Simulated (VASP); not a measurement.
Write the native input for VASP 6.6.1 that does the following.

```yaml
Task: relaxation of cell and atoms
Functional: LDA
Potentials_or_basis: VASP PAW LDA potentials, release 64 (Zn, O)
Cutoff: 600 eV
k_mesh: 9 × 9 × 5
Occupations: gaussian, width 0.03 eV
Spin: no spin polarisation
Further_INCAR_settings: ALGO = Normal; EDIFF = 1e-07; IBRION = 2; EDIFFG = -0.005; NSW = 90; ISIF = 3
```

The structure of ZnO (zincite) lies in POSCAR:

```
ZnO                                     
1.0
    3.1939360858      0.0000000000     -0.0000000000
   -1.5969680429      2.7660297883      0.0000000000
   -0.0000000000     -0.0000000000      5.1636354032
  Zn              O             
     2     2
Direct
     0.3333333332999970    0.6666666667000030    0.5003505569295141
     0.6666666667000030    0.3333333332999970    0.0003505569295142
     0.6666666667000030    0.3333333332999970    0.3786594430704869
     0.3333333332999970    0.6666666667000030    0.8786594430704867
```

These files were run (other wordings do the same):

INCAR

```
SYSTEM = ZnO
  PREC = Accurate
  ENCUT = 600
  EDIFF = 1E-7
  ISMEAR = 0
  SIGMA = 0.03
  LREAL = .FALSE.
  LASPH = .TRUE.
  NELM = 80
  ALGO = Normal
  ISIF = 3
  LWAVE = .FALSE.
  LCHARG = .FALSE.
  GGA = CA
  IBRION = 2
  NSW = 90
  EDIFFG = -0.005
  KPAR = 2
```

KPOINTS

```
regular mesh
0
G
  9 9 5
  0 0 0
```

Potentials or basis: VASP PAW LDA potentials, release 64 (Zn, O).

Command:

```console
$ cat potpaw_LDA.64/Zn/POTCAR potpaw_LDA.64/O/POTCAR > POTCAR
$ mpirun -np 2 vasp_std > vasp.out
```

It gave:

The pressure after relaxing is 0.0 GPa and the largest force after relaxing is 0.004 eV/Å. The band gap on the k mesh is 0.80 eV, direct.

Caveat: the relaxation stopped at its first step, so nothing moved.

Run time: 30 s on 2 MPI ranks on Intel(R) Xeon(R) Platinum 8488C (Sapphire Rapids) (shared host), peak memory 0.16 GiB a rank.
